**Plane shares of states near the Fermi level in a five-plane Ti(0001) slab: a one-parameter rule**

The table holds the share of the states between -0.25 and 0 eV on each atomic plane of one clean slab, from plane-wave PAW density functional theory with PBE and no spin. The program tests a rule in which inner planes weigh 1 and the faces weigh r, against band narrowing alone (r = √(12/9)) and an exponential tail from both faces. The best r is 2.74 with a root-mean-square miss of 0.026 in share, r = 3 gives 0.027, the pure tail 0.036 and narrowing 0.090. The main misfit is the difference between the held face (r = 3.07) and the relaxed face (r = 2.41). In the eight windows of the same run r lies between 0.81 and 2.74, so the fitted value does not carry over from one window to another, and the sum from -2 to 1.5 eV gives 1.16.

Calculated values. Ansatz 0.2.0, scalar-relativistic PBE with plane waves and PAW, for a clean five-plane Ti(0001) slab with its lower two planes held at bulk positions. The cutoff is 420 eV, the k mesh 27 × 27 × 1 and the Gaussian smearing 0.1 eV, without spin polarization. Shares are of the states from −0.25 to 0 eV relative to the Fermi level, every state counted full.

## The fit in Python

```python
# Table: share of the states from -0.25 to 0 eV (Fermi level) on each plane of a five-plane Ti(0001) slab,
# Ansatz 0.2.0, PBE, plane-wave PAW, no spin. Tested: inner planes weigh 1, faces weigh r,
# against band narrowing alone (r = sqrt(12/9)) and an exponential tail from both faces.
T = {
    'row': [1, 2, 3, 4, 5],
    'plane_share': [0.362, 0.12, 0.13, 0.104, 0.284],
    'plane_formula': ['Ti', 'Ti', 'Ti', 'Ti', 'Ti'],
    'plane_height': [-9.195, -6.852, -4.531, -2.151, 0.0],  # angstrom
}
import numpy as np
from scipy.optimize import minimize_scalar
from scipy import constants as C
s = np.array(T['plane_share'], float); z = np.array(T['plane_height'], float); N = len(s)
# further outputs of the same run: windows (eV), states per cell, plane shares, cell, vacuum data
win = [(-2, -1), (-1, -.5), (-.5, -.25), (-.25, 0), (0, .25), (.25, .5), (.5, 1), (1, 1.5)]
ns = np.array([6.507545, 4.010974, 1.62963, 1.871056, 2.507545, 2.666667, 6.115226, 4.310014])
W = np.array([[.1911, .1989, .1909, .2295, .1896], [.1887, .2203, .2325, .1967, .1617],
              [.2699, .1337, .1851, .1315, .2798], [.3618, .1199, .1304, .1038, .2841],
              [.3059, .1476, .1642, .1373, .245], [.2613, .1537, .2065, .1455, .2329],
              [.1943, .1843, .1653, .2147, .2414], [.185, .2087, .2235, .1997, .1831]])
a, area, phi, decay, rho3 = 2.95, 2.95*2.555, 4.409798, 2.134299, (7.4515e-4, 4.7736e-4)
def rule(rb, rt):
    w = np.ones(N); w[0] = rb; w[-1] = rt
    return w/w.sum()
tail = lambda l: np.exp(-(z-z[0])/l) + np.exp(-(z[-1]-z)/l)
rms = lambda p, y=s: np.sqrt(np.mean((y-p)**2))
ratio = lambda w: (w[0]+w[-1])/2/w[1:-1].mean()
inner = s[1:-1].mean(); r = ratio(s); r0 = np.sqrt(12/9); n = ns[3]
lam = minimize_scalar(lambda l: rms(tail(l)/tail(l).sum()), bounds=(.3, 10), method='bounded').x
print(f"rounding of shares 0.0005; sum {s.sum():.3f}; faces together {s[0]+s[-1]:.3f} (even split {2/N:.3f})")
print(f"mean face {(s[0]+s[-1])/2:.3f}, mean inner {inner:.3f}, fitted r {r:.2f}, 2r+N-2 = {2*r+N-2:.2f}")
print(f"r bottom {s[0]/inner:.2f}, r top {s[-1]/inner:.2f}, top/bottom share {s[-1]/s[0]:.2f}, difference {s[0]-s[-1]:.3f}")
M = {'even r=1': rule(1, 1), f'narrowing r={r0:.3f}': rule(r0, r0), f'fitted r={r:.2f}': rule(r, r),
     'hand r=3': rule(3, 3), 'one r per face': rule(s[0]/inner, s[-1]/inner),
     f'pure tail {lam:.2f} A': tail(lam)/tail(lam).sum()}
print("table shares, rows 1-5:", *[f"{x:.3f}" for x in s])
for k, p in M.items():
    print(f"{k}: model", *[f"{x:.3f}" for x in p])
    print("  table-model", *[f"{x:+.3f}" for x in s-p], f"rms {rms(p):.3f} worst row {np.argmax(abs(s-p))+1}")
for k in (f'fitted r={r:.2f}', 'hand r=3'):
    print(f"{k}, model error %:", *[f"{x:+.0f}" for x in 100*(M[k]-s)/s])
out = []
for l in (.5, 1., 1.5, 2., 3.):
    A = np.c_[np.ones(N), tail(l)]; c = np.linalg.lstsq(A, s, rcond=None)[0]
    out.append(f"{l:.1f}: {rms(A@c):.4f}")
print("background + tail, rms at fixed length (A):", ", ".join(out))
d = np.diff(z); b = np.hypot(d, a/np.sqrt(3))
print("spacings A:", *[f"{x:.3f}" for x in d], f"; top vs bottom {100*(d[-1]/d[0]-1):+.1f} %")
print(f"interplane contacts A: rows 1-2 {b[0]:.3f}, rows 4-5 {b[-1]:.3f}")
print("states per cell on rows 1-5:", *[f"{x:.3f}" for x in s*n])
ex = (s[[0, -1]]-inner)*n; g = C.m_e/(np.pi*C.hbar**2)*C.e*1e-20*area*0.25
print(f"excess states: bottom {ex[0]:.2f}, top {ex[1]:.2f}; together {100*ex.sum()/n:.0f} % of window")
print(f"as part of a full band (2 states): {50*ex[0]:.0f} %, {50*ex[1]:.0f} %")
print(f"2D free-electron band, states per cell in 0.25 eV: {g:.3f}; excess over it {ex[0]/g:.0f}, {ex[1]/g:.0f}")
print(f"levels on full 27x27 mesh {n*729/2:.0f}; 72 irreducible, mean {n/72:.3f} states or {100/72:.1f} % each")
print("window eV | faces share | r | top/bottom | face, inner states/eV/plane | rms of fitted r, of own r")
for (lo, hi), m, w in zip(win, ns, W):
    q = ratio(w); D = m/(hi-lo)
    print(f"{lo:+.2f} {hi:+.2f} | {w[0]+w[-1]:.3f} | {q:.2f} | {w[-1]/w[0]:.2f} | {D*(w[0]+w[-1])/2:.2f} "
          f"{D*w[1:-1].mean():.2f} | {rms(rule(r, r), w):.3f} {rms(rule(q, q), w):.3f}")
for lab, k in (("-2 to 1.5 eV", 8), ("-2 to 1 eV", 7)):
    t = ns[:k]@W[:k]/ns[:k].sum()
    print(f"sum {lab}: faces {t[0]+t[-1]:.3f}, r {ratio(t):.2f}, top/bottom {t[-1]/t[0]:.2f}; narrowing faces {2*r0/(2*r0+N-2):.3f}")
print(f"states at 0 to 0.25 eV: row 1 {W[4,0]*ns[4]:.2f}, row 5 {W[4,-1]*ns[4]:.2f}")
print(f"density 3 A above row 5 per state, 1/A^3: this window {rho3[0]/ns[3]:.1e}, 0 to 0.25 eV {rho3[1]/ns[4]:.1e}")
k2 = 2*np.sqrt(2*C.m_e*C.e*(phi+0.125))/C.hbar*1e-10
print(f"vacuum decay 1/A: from work function + 0.125 eV {k2:.2f}, run {decay:.2f}, error {100*(k2/decay-1):+.1f} %")
assert min(s[0], s[-1]) > 2*s[1:-1].max()
assert s[2] > max(s[1], s[3])
assert d[-1] < d[0] and s[-1] < s[0]
assert np.argmax([ratio(w) for w in W]) == 3
```

Running it gives:

```
rounding of shares 0.0005; sum 1.000; faces together 0.646 (even split 0.400)
mean face 0.323, mean inner 0.118, fitted r 2.74, 2r+N-2 = 8.47
r bottom 3.07, r top 2.41, top/bottom share 0.78, difference 0.078
table shares, rows 1-5: 0.362 0.120 0.130 0.104 0.284
even r=1: model 0.200 0.200 0.200 0.200 0.200
  table-model +0.162 -0.080 -0.070 -0.096 +0.084 rms 0.104 worst row 1
narrowing r=1.155: model 0.217 0.188 0.188 0.188 0.217
  table-model +0.145 -0.068 -0.058 -0.084 +0.067 rms 0.090 worst row 1
fitted r=2.74: model 0.323 0.118 0.118 0.118 0.323
  table-model +0.039 +0.002 +0.012 -0.014 -0.039 rms 0.026 worst row 5
hand r=3: model 0.333 0.111 0.111 0.111 0.333
  table-model +0.029 +0.009 +0.019 -0.007 -0.049 rms 0.027 worst row 5
one r per face: model 0.362 0.118 0.118 0.118 0.284
  table-model -0.000 +0.002 +0.012 -0.014 -0.000 rms 0.008 worst row 4
pure tail 2.34 A: model 0.320 0.132 0.088 0.141 0.320
  table-model +0.042 -0.012 +0.042 -0.037 -0.036 rms 0.036 worst row 1
fitted r=2.74, model error %: -11 -2 -9 +13 +14
hand r=3, model error %: -8 -7 -15 +7 +17
background + tail, rms at fixed length (A): 0.5: 0.0263, 1.0: 0.0289, 1.5: 0.0321, 2.0: 0.0344, 3.0: 0.0368
spacings A: 2.343 2.321 2.380 2.151 ; top vs bottom -8.2 %
interplane contacts A: rows 1-2 2.897, rows 4-5 2.744
states per cell on rows 1-5: 0.677 0.225 0.243 0.195 0.531
excess states: bottom 0.46, top 0.31; together 41 % of window
as part of a full band (2 states): 23 %, 16 %
2D free-electron band, states per cell in 0.25 eV: 0.079; excess over it 6, 4
levels on full 27x27 mesh 682; 72 irreducible, mean 0.026 states or 1.4 % each
window eV | faces share | r | top/bottom | face, inner states/eV/plane | rms of fitted r, of own r
-2.00 -1.00 | 0.381 | 0.92 | 0.99 | 1.24 1.34 | 0.109 0.013
-1.00 -0.50 | 0.350 | 0.81 | 0.86 | 1.41 1.74 | 0.122 0.014
-0.50 -0.25 | 0.550 | 1.83 | 1.04 | 1.79 0.98 | 0.044 0.019
-0.25 +0.00 | 0.646 | 2.74 | 0.79 | 2.42 0.88 | 0.026 0.026
+0.00 +0.25 | 0.551 | 1.84 | 0.80 | 2.76 1.50 | 0.044 0.021
+0.25 +0.50 | 0.494 | 1.47 | 0.89 | 2.64 1.80 | 0.066 0.023
+0.50 +1.00 | 0.436 | 1.16 | 1.24 | 2.66 2.30 | 0.089 0.022
+1.00 +1.50 | 0.368 | 0.87 | 0.99 | 1.59 1.82 | 0.114 0.008
sum -2 to 1.5 eV: faces 0.437, r 1.16, top/bottom 0.97; narrowing faces 0.435
sum -2 to 1 eV: faces 0.448, r 1.22, top/bottom 0.97; narrowing faces 0.435
states at 0 to 0.25 eV: row 1 0.77, row 5 0.61
density 3 A above row 5 per state, 1/A^3: this window 4.0e-04, 0 to 0.25 eV 1.9e-04
vacuum decay 1/A: from work function + 0.125 eV 2.18, run 2.13, error +2.2 %
```
